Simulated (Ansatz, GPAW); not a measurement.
## Geometry or basis: what sets the conductance of benzene-1,4-dithiol between two Pt chains

How well does benzene-1,4-dithiol between two Pt chains conduct once its atoms have relaxed, and how much do cheaper levels lose?

Method: Ansatz plane waves; relaxation of the junction with the lead ends held; PAW set soft_1, in the first sound run; inputs show where later runs differ, in GPAW 26.7.0 and Ansatz 0.2.0.

### 1. The structure

The cell holds 28 atoms: 16 Pt, 2 S, 4 H and 6 C. Its edges and angles: a = 11.440 Å, b = 9.000 Å, c = 44.834 Å, α = 90.0°, β = 90.0°, γ = 90.0°. Regions: left lead, 8 atoms (8 Pt); channel, 12 atoms (2 S, 4 H and 6 C); right lead, 8 atoms (8 Pt). Vacuum lies along a and b. The structure is stacked along c, and the current runs across the ab planes.

### 2. Relaxation

Transmission follows bond lengths closely, so the atoms between the held lead ends are relaxed first, from a slightly shaken start that lets symmetry break.

Contents of input.yaml:

```yaml
crystal:
  lattice:
    - [11.4403952589, 0.0, 0.0]
    - [0.0, 9.0, 0.0]
    - [0.0, 0.0, 44.8339564912]
  atoms:
    - { symbol: Pt, position: [0.5, 0.5, 0.0267654272] }
    - { symbol: Pt, position: [0.5, 0.5, 0.0802962817] }
    - { symbol: Pt, position: [0.5, 0.5, 0.1338271362] }
    - { symbol: Pt, position: [0.5, 0.5, 0.1873579906] }
    - { symbol: Pt, position: [0.5, 0.5, 0.2408888451] }
    - { symbol: Pt, position: [0.5, 0.5, 0.2944196996] }
    - { symbol: Pt, position: [0.4968352943, 0.5004378597, 0.3477959856] }
    - { symbol: Pt, position: [0.4986253579, 0.5009711253, 0.4021026204] }
    - { symbol: S, position: [0.3840817916, 0.6295305219, 0.4357418487] }
    - { symbol: H, position: [0.6265916645, 0.6377234287, 0.4550446247] }
    - { symbol: C, position: [0.4513408674, 0.6284084253, 0.4726021844] }
    - { symbol: C, position: [0.568820678, 0.6311354252, 0.4749300742] }
    - { symbol: H, position: [0.290219103, 0.6337485853, 0.4949175882] }
    - { symbol: C, position: [0.3729300422, 0.6361173552, 0.4966579982] }
    - { symbol: C, position: [0.6229934117, 0.6388614697, 0.5020226614] }
    - { symbol: H, position: [0.715034636, 0.6380208003, 0.5061645565] }
    - { symbol: C, position: [0.4300520487, 0.6297522342, 0.5247630931] }
    - { symbol: C, position: [0.5485433509, 0.6330114257, 0.5288730676] }
    - { symbol: H, position: [0.3726645582, 0.6349108056, 0.5449701937] }
    - { symbol: S, position: [0.6138196565, 0.6335670924, 0.5631879094] }
    - { symbol: Pt, position: [0.4977873236, 0.5025309486, 0.598844904] }
    - { symbol: Pt, position: [0.5033608741, 0.4946710963, 0.652565589] }
    - { symbol: Pt, position: [0.5, 0.5, 0.7055803004] }
    - { symbol: Pt, position: [0.5, 0.5, 0.7591111549] }
    - { symbol: Pt, position: [0.5, 0.5, 0.8126420094] }
    - { symbol: Pt, position: [0.5, 0.5, 0.8661728638] }
    - { symbol: Pt, position: [0.5, 0.5, 0.9197037183] }
    - { symbol: Pt, position: [0.5, 0.5, 0.9732345728] }
kpoints:
  mp_grid: { grid: [1, 1, 2] }
hamiltonian:
  xc: pbe
  pseudopotentials: { kind: paw, azcp: { folder: soft_1 } }
scf:
  occupations: { method: fermi_dirac, width: 0.1 }
relax:
  f_tol: 0.03
  max_steps: 80
  constraints: [{ sites: [0, 1, 2, 3, 4, 5, 22, 23, 24, 25, 26, 27] }]
```

Launch:

```bash
$ ansatz run input.yaml --threads 4 --pin off --max-ram 8192MiB --backend cpu --events-out ev --progress --plain --runs-dir out
```

Numbers of over 12 decimals in the logs are rounded to 6 here.

Log:

```text
Engine: ansatz 0.2.0, aarch64-unknown-linux-gnu
Pseudopotentials: kind: paw
Pseudopotential: Pt, paw, valence charge 18, recommended cutoff 420 eV (normal), soft_1/Pt.paw.azcp
Pseudopotential: S, paw, valence charge 6, recommended cutoff 420 eV (normal), soft_1/S.paw.azcp
Pseudopotential: H, paw, valence charge 1, recommended cutoff 420 eV (normal), soft_1/H.paw.azcp
Pseudopotential: C, paw, valence charge 4, recommended cutoff 420 eV (normal), soft_1/C.paw.azcp
Functional definition: PBE
  parameter kappa = 0.804
  parameter beta = 0.066725
  exchange = pbe_x(kappa = kappa, mu = beta*pi^2/3)
  correlation = pbe_c(beta = beta)
Crystal: 28 atoms, lattice volume = 4616.264 Å³
Basis set: ecut = 420 eV, 90105 PW (Γ), exchange–correlation on 160×128×600 points (8 copies of the dense FFT grid, shifted against one another)
Bands: 197, of which v1, the nominal top of the filled ones, is band 164 counted from 1 (163 counted from 0)
Symmetry: 1 space group operations
Space group: P1 (ITA 1), of the structure as read, at distance tolerance 1.7e-4 Å
k-points: 2
Non-local potential: Pt, projectors of the file, l = 0: 3, l = 1: 2, l = 2: 2, l = 3: 1
Non-local potential: S, projectors of the file, l = 0: 2, l = 1: 2, l = 2: 1
Non-local potential: H, projectors of the file, l = 0: 2, l = 1: 1
Non-local potential: C, projectors of the file, l = 0: 2, l = 1: 2, l = 2: 1
PAW form: soft (Blöchl's): semilocal exchange-correlation on the pseudo side does not see the compensation charge
PAW one-centre angular grid: Pt, 590 points (default); XC on 64 Gauss nodes
PAW one-centre angular grid: S, 110 points (default); XC on 64 Gauss nodes
PAW one-centre angular grid: H, 110 points (default); XC on 64 Gauss nodes
PAW one-centre angular grid: C, 110 points (default); XC on 64 Gauss nodes
Initial density: superposition of atomic densities (neutral atoms: chi_scale 0, normalization atom)
Initial wavefunctions: pseudopotential atomic-orbital guess
Functional: x = pbe(κ = 0.804, μ = 0.219515), c = pbe(β = 0.066725)
SCF iter   1: F=—  HF=-203739.929264 eV  |F-HF|=—  |Δ(HF+E_count)|=         —  Δρ=3.31e-2  dr2=1.17e2  ethr=3.10e-3  ⟨swp⟩=7.0  Hψ=1811  notcnv=0  defer=9
preconditioner: auto → LDOS  [metal: Δε(μ)=0.049 eV  Ē_g=5.308 eV  σ=0.100 eV  W_gap=0.12  n_scr=406 (ndim 8)  ℏωp=7.6 eV  f_vac=0.789  D(μ)=24.25/eV (n_scr^D=72)  β→1.0]
SCF iter   2: F=—  HF=-203732.111230 eV  |F-HF|=—  |Δ(HF+E_count)|=    7.82e0  Δρ=2.29e-2  dr2=1.00e2  ethr=3.10e-3  ⟨swp⟩=4.0  Hψ=1086  notcnv=0  defer=22
SCF iter   3: F=—  HF=-203726.146283 eV  |F-HF|=—  |Δ(HF+E_count)|=    5.96e0  Δρ=3.93e-3  dr2=1.62e0  ethr=3.10e-3  ⟨swp⟩=4.0  Hψ=918  notcnv=0  defer=25
SCF iter   4: F=—  HF=-203726.053804 eV  |F-HF|=—  |Δ(HF+E_count)|=   9.25e-2  Δρ=1.59e-3  dr2=2.86e-1  ethr=4.93e-4  ⟨swp⟩=4.0  Hψ=710  notcnv=0  defer=18
SCF iter   5: F=—  HF=-203726.028088 eV  |F-HF|=—  |Δ(HF+E_count)|=   2.57e-2  Δρ=7.89e-4  dr2=7.29e-2  ethr=8.71e-5  ⟨swp⟩=2.5  Hψ=681  notcnv=0  defer=18
SCF iter   6: F=—  HF=-203726.021873 eV  |F-HF|=—  |Δ(HF+E_count)|=   6.21e-3  Δρ=3.37e-4  dr2=1.53e-2  ethr=2.22e-5  ⟨swp⟩=2.0  Hψ=556  notcnv=0  defer=18
SCF iter   7: F=—  HF=-203726.020288 eV  |F-HF|=—  |Δ(HF+E_count)|=   1.58e-3  Δρ=1.66e-4  dr2=3.56e-3  ethr=4.67e-6  ⟨swp⟩=2.0  Hψ=561  notcnv=0  defer=18
SCF iter   8: F=—  HF=-203726.020257 eV  |F-HF|=—  |Δ(HF+E_count)|=   3.17e-5  Δρ=6.50e-5  dr2=6.31e-4  ethr=1.09e-6  ⟨swp⟩=2.0  Hψ=452  notcnv=0  defer=18
SCF iter   9: F=—  HF=-203726.020303 eV  |F-HF|=—  |Δ(HF+E_count)|=   4.63e-5  Δρ=2.96e-5  dr2=9.03e-5  ethr=1.92e-7  ⟨swp⟩=2.0  Hψ=519  notcnv=0  defer=18
SCF iter  10: F=-203726.020314 eV  HF=-203726.020321 eV  |F-HF|=7.69e-6  |Δ(HF+E_count)|=   1.83e-5  Δρ=1.33e-5  dr2=2.02e-5  ethr=6.86e-9  ⟨swp⟩=4.5  Hψ=1325  notcnv=0
SCF 1 converged in 10 iterations: F = -203726.020314 eV  dr2 = 2.02e-5
  greatest PAW one-centre occupation: 1.000 electrons in one spin orbital (limit 2), on the Pt atom at site 21 (counted from 0), in its partial waves of l = 0
relax step   1: F+E_penalty+E_count = -203726.02031358 eV  Δ(F+E_penalty+E_count) = +0.000e0 eV  max|allowed force component| = 8.790e0 eV/Å  Δτ_max = 0.0000 Å  (10 SCF iters, dr2 threshold 2.25e-5 eV, accepted)
Initial density: handed on by an earlier stage of this run
Initial wavefunctions: those handed on with the density
iter 1 solved again at ethr=6.15e-4 eV; its pass at ethr=3.10e-3 eV (dr2=2.02e0 eV) is discarded
SCF iter   1: F=—  HF=-203727.512865 eV  |F-HF|=—  |Δ(HF+E_count)|=         —  Δρ=7.57e-3  dr2=2.01e0  ethr=6.15e-4  ⟨swp⟩=1.0  Hψ=1609  notcnv=0  defer=24
preconditioner: auto → LDOS  [metal: Δε(μ)=0.039 eV  Ē_g=5.662 eV  σ=0.100 eV  W_gap=0.10  n_scr=406 (ndim 8)  ℏωp=7.7 eV  f_vac=0.800  D(μ)=30.28/eV (n_scr^D=98)  β→1.0]
SCF iter   2: F=—  HF=-203727.348260 eV  |F-HF|=—  |Δ(HF+E_count)|=   1.65e-1  Δρ=3.08e-3  dr2=7.39e-1  ethr=6.13e-4  ⟨swp⟩=4.0  Hψ=829  notcnv=0  defer=24
SCF iter   3: F=—  HF=-203727.125428 eV  |F-HF|=—  |Δ(HF+E_count)|=   2.23e-1  Δρ=6.69e-4  dr2=3.35e-2  ethr=2.25e-4  ⟨swp⟩=3.0  Hψ=824  notcnv=0  defer=24
SCF iter   4: F=—  HF=-203727.120060 eV  |F-HF|=—  |Δ(HF+E_count)|=   5.37e-3  Δρ=2.11e-4  dr2=4.32e-3  ethr=1.02e-5  ⟨swp⟩=2.5  Hψ=599  notcnv=0  defer=26
SCF iter   5: F=—  HF=-203727.119496 eV  |F-HF|=—  |Δ(HF+E_count)|=   5.65e-4  Δρ=6.50e-5  dr2=5.25e-4  ethr=1.32e-6  ⟨swp⟩=2.0  Hψ=643  notcnv=0  defer=26
SCF iter   6: F=—  HF=-203727.119550 eV  |F-HF|=—  |Δ(HF+E_count)|=   5.45e-5  Δρ=3.01e-5  dr2=1.01e-4  ethr=1.60e-7  ⟨swp⟩=2.0  Hψ=522  notcnv=0  defer=26
SCF iter   7: F=-203727.119582 eV  HF=-203727.119588 eV  |F-HF|=6.42e-6  |Δ(HF+E_count)|=   3.79e-5  Δρ=1.21e-5  dr2=1.75e-5  ethr=3.05e-8  ⟨swp⟩=2.5  Hψ=1246  notcnv=0
SCF 2 converged in 7 iterations: F = -203727.119582 eV  dr2 = 1.75e-5
relax step   2: F+E_penalty+E_count = -203727.11958171 eV  Δ(F+E_penalty+E_count) = -1.099e0 eV  max|allowed force component| = 2.513e0 eV/Å  Δτ_max = 0.1927 Å  (7 SCF iters, dr2 threshold 1.00e-4 eV, accepted)
SCF iter   1: F=—  HF=-203727.600642 eV  |F-HF|=—  |Δ(HF+E_count)|=         —  Δρ=3.98e-3  dr2=6.70e-1  ethr=2.13e-3  ⟨swp⟩=4.0  Hψ=827  notcnv=0  defer=22
preconditioner: auto → LDOS  [metal: Δε(μ)=0.163 eV  Ē_g=5.648 eV  σ=0.100 eV  W_gap=0.35  n_scr=406 (ndim 8)  ℏωp=7.7 eV  f_vac=0.800  D(μ)=29.59/eV (n_scr^D=98)  β→1.0]
SCF iter   2: F=—  HF=-203727.547440 eV  |F-HF|=—  |Δ(HF+E_count)|=   5.32e-2  Δρ=1.96e-3  dr2=3.30e-1  ethr=2.04e-4  ⟨swp⟩=3.0  Hψ=990  notcnv=0  defer=22
SCF iter   3: F=—  HF=-203727.465621 eV  |F-HF|=—  |Δ(HF+E_count)|=   8.18e-2  Δρ=4.85e-4  dr2=2.30e-2  ethr=1.01e-4  ⟨swp⟩=2.0  Hψ=626  notcnv=0  defer=22
[...]
relax step  11: F+E_penalty+E_count = -203728.14284649 eV  Δ(F+E_penalty+E_count) = -6.431e-3 eV  max|allowed force component| = 2.014e-2 eV/Å  Δτ_max = 0.0993 Å  (9 SCF iters, accepted)
relax step  12: F+E_penalty+E_count = -203728.14810031 eV  Δ(F+E_penalty+E_count) = -5.254e-3 eV  max|allowed force component| = 7.560e-2 eV/Å  Δτ_max = 0.1472 Å  (10 SCF iters, accepted)
relax step  13: F+E_penalty+E_count = -203728.15188798 eV  Δ(F+E_penalty+E_count) = -3.788e-3 eV  max|allowed force component| = 8.079e-2 eV/Å  Δτ_max = 0.1367 Å  (7 SCF iters, dr2 threshold 5.72e-6 eV, accepted)
relax step  14: F+E_penalty+E_count = -203728.15450349 eV  Δ(F+E_penalty+E_count) = -2.616e-3 eV  max|allowed force component| = 1.182e-1 eV/Å  Δτ_max = 0.1143 Å  (8 SCF iters, dr2 threshold 6.53e-6 eV, accepted)
relax step  15: F+E_penalty+E_count = -203728.15606730 eV  Δ(F+E_penalty+E_count) = -1.564e-3 eV  max|allowed force component| = 1.362e-1 eV/Å  Δτ_max = 0.1921 Å  (8 SCF iters, dr2 threshold 1.40e-5 eV, accepted)
relax step  16: F+E_penalty+E_count = -203728.15878671 eV  Δ(F+E_penalty+E_count) = -2.719e-3 eV  max|allowed force component| = 5.884e-2 eV/Å  Δτ_max = 0.0465 Å  (5 SCF iters, dr2 threshold 1.85e-5 eV, accepted)
relax step  17: F+E_penalty+E_count = -203728.15928835 eV  Δ(F+E_penalty+E_count) = -5.016e-4 eV  max|allowed force component| = 4.128e-2 eV/Å  Δτ_max = 0.0134 Å  (8 SCF iters, accepted)
relax step  18: F+E_penalty+E_count = -203728.15968460 eV  Δ(F+E_penalty+E_count) = -3.962e-4 eV  max|allowed force component| = 1.991e-2 eV/Å  Δτ_max = 0.0384 Å  (8 SCF iters, accepted)
SCF iter   1: F=—  HF=-203728.186104 eV  |F-HF|=—  |Δ(HF+E_count)|=         —  Δρ=1.69e-3  dr2=9.22e-2  ethr=2.92e-4  ⟨swp⟩=4.0  Hψ=887  notcnv=0  defer=27
preconditioner: auto → LDOS  [metal: Δε(μ)=0.123 eV  Ē_g=5.773 eV  σ=0.100 eV  W_gap=0.29  n_scr=406 (ndim 8)  ℏωp=7.7 eV  f_vac=0.800  D(μ)=31.13/eV (n_scr^D=104)  β→1.0]
SCF iter   2: F=—  HF=-203728.180886 eV  |F-HF|=—  |Δ(HF+E_count)|=   5.22e-3  Δρ=8.51e-4  dr2=6.04e-2  ethr=2.81e-5  ⟨swp⟩=3.0  Hψ=968  notcnv=0  defer=27
SCF iter   3: F=—  HF=-203728.160327 eV  |F-HF|=—  |Δ(HF+E_count)|=   2.06e-2  Δρ=1.36e-4  dr2=8.32e-4  ethr=1.84e-5  ⟨swp⟩=3.0  Hψ=682  notcnv=0  defer=27
SCF iter   4: F=—  HF=-203728.160327 eV  |F-HF|=—  |Δ(HF+E_count)|=   7.23e-7  Δρ=4.60e-5  dr2=1.87e-4  ethr=2.54e-7  ⟨swp⟩=2.5  Hψ=637  notcnv=0  defer=27
SCF iter   5: F=—  HF=-203728.160287 eV  |F-HF|=—  |Δ(HF+E_count)|=   4.03e-5  Δρ=1.15e-5  dr2=1.11e-5  ethr=5.71e-8  ⟨swp⟩=2.0  Hψ=555  notcnv=0  defer=27
SCF iter   6: F=—  HF=-203728.159968 eV  |F-HF|=—  |Δ(HF+E_count)|=   3.19e-4  Δρ=6.18e-6  dr2=3.90e-6  ethr=3.40e-9  ⟨swp⟩=2.0  Hψ=603  notcnv=0  defer=27
SCF iter   7: F=—  HF=-203728.159970 eV  |F-HF|=—  |Δ(HF+E_count)|=   1.53e-6  Δρ=3.09e-6  dr2=1.04e-6  ethr=1.19e-9  ⟨swp⟩=2.0  Hψ=519  notcnv=0  defer=27
SCF iter   8: F=—  HF=-203728.159970 eV  |F-HF|=—  |Δ(HF+E_count)|=   3.08e-7  Δρ=1.25e-6  dr2=1.45e-7  ethr=3.18e-10  ⟨swp⟩=2.0  Hψ=531  notcnv=0  defer=27
SCF iter   9: F=-203728.159970 eV  HF=-203728.159970 eV  |F-HF|=1.21e-8  |Δ(HF+E_count)|=   9.11e-8  Δρ=5.13e-7  dr2=2.25e-8  ethr=3.05e-11  ⟨swp⟩=4.0  Hψ=1219  notcnv=0
SCF 19 converged in 9 iterations: F = -203728.159970 eV  dr2 = 2.25e-8
relax step  19: F+E_penalty+E_count = -203728.15997008 eV  Δ(F+E_penalty+E_count) = -2.855e-4 eV  max|allowed force component| = 1.102e-2 eV/Å  Δτ_max = 0.0570 Å  (9 SCF iters, accepted)
SCF converged after 9 iterations
Free energy (F): -203728.159970 eV
Harris-Foulkes:  -203728.159970 eV  (|F-HF|=1.21e-8)
Internal energy: -203727.113085 eV  (E = F + TS)
E sigma→0 (E₀):  -203727.636528 eV
Entropy (-TS):   -1.046885 eV (-37.389 meV/atom)
Fermi energy:    -4.113567 eV
--- Per-component energies (eV) ---
  E_band       = -10011.206505
  E_kinetic    = 10318.946708
  E_local      = -110625.177152  (includes V_loc(G=0)·N_el)
  E_nonlocal   = 3495.490306
  E_hartree    = 48407.998884
  E_xc         = -4160.285289
  E_vxc        = -4824.266155  (∫ρ·V_xc dr)
  E_paw        = -153580.270760  (= ΣΔE_a)
  E_vpaw       = -5192.208703  (= ΣTr[D̂ρ^β])
  E_aug_tail   = 0.013579  (compensation charges beyond the density's cutoff)
  E_ewald      = 2416.170639
  E_smearing   = -1.046885  (= −TS)
  E_closure    = 0.000000  (closes the sum)
  Σ components = -203728.159970   (vs F -203728.159970, Δ=0.00e0)
--- Forces (eV/Å), atoms counted from 1 ---
  atom   1  Pt     0.05003675    -0.01317490    -0.00270421
  atom   2  Pt     0.08401728    -0.00403506    -0.04124428
  atom   3  Pt    -0.02656262     0.00887643     0.00414549
  atom   4  Pt    -0.08642189     0.03027594     0.07419428
  atom   5  Pt    -0.16909657     0.03818168     0.04529470
  atom   6  Pt     0.25511300    -0.05902435    -0.16888447
  atom   7  Pt    -0.00232679    -0.00089119     0.01101825
  atom   8  Pt    -0.00270576     0.00172824    -0.00876084
  atom   9  S     -0.00397046     0.00253797    -0.00880001
  atom  10  H      0.00343175    -0.00188493     0.00094589
  atom  11  C      0.00207348    -0.00440991     0.00326882
  atom  12  C      0.00340788     0.00211622     0.00431863
  atom  13  H     -0.00269699    -0.00142365     0.00086217
  atom  14  C      0.00073614     0.00158712     0.00982618
  atom  15  C     -0.00102997     0.00313099    -0.01036403
  atom  16  H      0.00303123    -0.00200430    -0.00049099
  atom  17  C     -0.00209656     0.00217264    -0.00205239
  atom  18  C     -0.00156349    -0.00583325    -0.00149273
  atom  19  H     -0.00352012    -0.00178384    -0.00068366
  atom  20  S      0.00188907     0.00293723     0.00556893
  atom  21  Pt     0.00612760     0.00243043     0.00974079
  atom  22  Pt    -0.00597260    -0.00344684    -0.00332525
  atom  23  Pt    -0.24931409    -0.05976953     0.16007241
  atom  24  Pt     0.16874256     0.03993192    -0.04542573
  atom  25  Pt     0.08603509     0.03120106    -0.07465265
  atom  26  Pt     0.02645294     0.00921048    -0.00450348
  atom  27  Pt    -0.08390651    -0.00491584     0.04127905
  atom  28  Pt    -0.04990818    -0.01371415     0.00285264
  max |Σ_I F_I| component: 6.58e-6 eV/Å
--- Relaxed structure (19 steps of the walk, 18 accepted, 0 SCFs on fresh bases) ---
  F+E_penalty+E_count = -203728.15997008 eV   max|allowed force component| = 1.102e-2 eV/Å
  atoms:
    - { symbol: Pt, position: [0.5, 0.500000, 0.026765] }
    - { symbol: Pt, position: [0.5, 0.500000, 0.080296] }
    - { symbol: Pt, position: [0.5, 0.500000, 0.133827] }
    - { symbol: Pt, position: [0.5, 0.500000, 0.187358] }
    - { symbol: Pt, position: [0.5, 0.500000, 0.240889] }
    - { symbol: Pt, position: [0.5, 0.500000, 0.294420] }
    - { symbol: Pt, position: [0.407138, 0.536075, 0.341694] }
    - { symbol: Pt, position: [0.472914, 0.511597, 0.393067] }
    - { symbol: S, position: [0.383002, 0.519663, 0.435903] }
    - { symbol: H, position: [0.636981, 0.523384, 0.456650] }
    - { symbol: C, position: [0.454609, 0.522248, 0.470244] }
    - { symbol: C, position: [0.576960, 0.522921, 0.475532] }
    - { symbol: H, position: [0.284867, 0.523044, 0.492039] }
    - { symbol: C, position: [0.379142, 0.522790, 0.495664] }
    - { symbol: C, position: [0.620145, 0.523493, 0.504312] }
    - { symbol: H, position: [0.714418, 0.524328, 0.507936] }
    - { symbol: C, position: [0.422328, 0.522519, 0.524443] }
    - { symbol: C, position: [0.544682, 0.522568, 0.529733] }
    - { symbol: H, position: [0.362305, 0.522659, 0.543325] }
    - { symbol: S, position: [0.616322, 0.520377, 0.564076] }
    - { symbol: Pt, position: [0.526558, 0.511789, 0.606927] }
    - { symbol: Pt, position: [0.592487, 0.537269, 0.658274] }
    - { symbol: Pt, position: [0.5, 0.500000, 0.705580] }
    - { symbol: Pt, position: [0.5, 0.500000, 0.759111] }
    - { symbol: Pt, position: [0.5, 0.500000, 0.812642] }
    - { symbol: Pt, position: [0.5, 0.500000, 0.866173] }
    - { symbol: Pt, position: [0.5, 0.500000, 0.919704] }
    - { symbol: Pt, position: [0.5, 0.500000, 0.973235] }
```

It took 8.9 min on 4 threads of Arm Neoverse V2, shared host; peak memory 5.1 GiB; 34 min of CPU time.

Step by step:

```csv
step,energy less that of the first step (eV),largest force component (eV/Å)
1,0.0000,8.7904
2,-1.0993,2.5134
3,-1.4418,0.6872
4,-1.6350,0.3819
5,-1.8132,0.3682
6,-1.9725,0.2443
7,-2.0737,0.1956
8,-2.1107,0.0396
9,-2.0516,0.8736
10,-2.1161,0.0156
11,-2.1225,0.0201
12,-2.1278,0.0756
13,-2.1316,0.0808
14,-2.1342,0.1182
15,-2.1358,0.1362
16,-2.1385,0.0588
17,-2.1390,0.0413
18,-2.1394,0.0199
19,-2.1397,0.0110
```

Relaxation step 9 was tried and not accepted.

The atoms that moved most (Å):

```csv
atom,dx,dy,dz,length
Pt22,1.020,0.383,0.256,1.119
Pt7,-1.026,0.321,-0.274,1.109
C15,-0.033,-1.038,0.103,1.044
H10,0.119,-1.029,0.072,1.038
H16,-0.007,-1.023,0.079,1.026
C14,0.071,-1.020,-0.045,1.023
S20,0.029,-1.019,0.040,1.020
H19,-0.119,-1.010,-0.074,1.020
```

This step gave:

- free energy: -203728.1600 eV
- smearing term TS: 1.047 eV
- symmetry operations: 1

The relaxation lowered the energy of the cell by 2.14 eV.

(Continued in part 2 of 4.)

[Logs are printed without paths, hosts, clocks, repeated set-up lines and the standing remarks that a program may print on its own settings, such as how far it seeks lower states.]

[Hosts, paths, dates, database ids (printed as entryN), source tags and the programs' standing remarks are cut or masked in the printed files.]
